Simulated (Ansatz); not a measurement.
MgS in the rocksalt structure, relaxed with r2SCAN in Ansatz. It is cubic, Fm-3m (No. 225); conventional cell a = 5.203 Å, 17.61 Å³ an atom. Mg has 6 S at 2.60 Å; S has 6 Mg at 2.60 Å.

The axes x, y and z are those of this cell:
```yaml
crystal:
  lattice:
    - [0.00000, 2.60152, 2.60152]
    - [2.60152, 0.00000, 2.60152]
    - [2.60152, 2.60152, 0.00000]
  atoms:
    - { symbol: Mg, position: [0.00000, 0.00000, 0.00000] }
    - { symbol: S, position: [0.50000, 0.50000, 0.50000] }
```

Unstrained: With PBE the valence top lies at Γ and the conduction bottom at X, 2.790 eV higher; the smallest vertical gap, at Γ, is 3.723 eV. With r2SCAN the valence top lies at Γ and the conduction bottom at X, 3.463 eV higher; the smallest vertical gap, at Γ, is 4.642 eV. HSE06 gives an indirect gap of 3.804 eV, from Γ to X; the least direct gap is 4.827 eV at Γ. Meshes: PBE 8×8×8, r2SCAN 8×8×8, HSE06 6×6×6. Strains are changes of length per length, and xy shears are angles. After each strain the atoms were relaxed again with r2SCAN within the symmetry that the strain leaves, so tilts or polar shifts that break it weren't tested; points keep the names that they have in the unstrained zone. Calculated for a static, non-magnetic cell.

(1) Apply biaxial +4.46 % in x and y, z held. How far does the gap move, against the unstrained cell?

(2) Apply epitaxial -3.88 % in the xy plane, free normal strain +2.44 %. How far does the gap move, against the unstrained cell?

(3) Apply xy shear, engineering strain (angle) +4.37 %. How far does the gap move, against the unstrained cell?

(4) Order the strained cells by their HSE06 gap, smallest first.
A. xy shear, engineering strain (angle) +4.37 %
B. biaxial +4.46 % in x and y, z held
C. epitaxial -3.88 % in the xy plane

## Answers

(1) PBE: the gap goes from 2.790 to 2.433 eV (-0.357 eV); with r2SCAN the top three valence levels at Γ, degenerate before, become 2+1 from the top over 206 meV. r2SCAN: the gap goes from 3.463 to 3.096 eV (-0.367 eV). HSE06: the gap goes from 3.804 to 3.406 eV (-0.398 eV). The r2SCAN energy rises by 36.4 meV an atom.

(2) PBE: the gap goes from 2.790 to 2.669 eV (-0.121 eV); with r2SCAN the top three valence levels at Γ, degenerate before, become 1+2 from the top over 232 meV. r2SCAN: the gap goes from 3.463 to 3.335 eV (-0.128 eV). HSE06: the gap goes from 3.804 to 3.674 eV (-0.130 eV). The r2SCAN energy rises by 33.0 meV an atom.

(3) PBE: the gap goes from 2.790 to 2.512 eV (-0.278 eV); with r2SCAN the top three valence levels at Γ, degenerate before, become 1+1+1 from the top over 415 meV. r2SCAN: the gap goes from 3.463 to 3.162 eV (-0.301 eV). HSE06: the gap goes from 3.804 to 3.509 eV (-0.295 eV). The r2SCAN energy rises by 6.3 meV an atom.

(4) B (3.41 eV), A (3.51 eV), C (3.67 eV).

The meshes of the hybrids are coarse, so their gaps aren't converged to the digits shown.

The splittings at Γ are without spin-orbit coupling, which regroups them where it is of like size or larger.
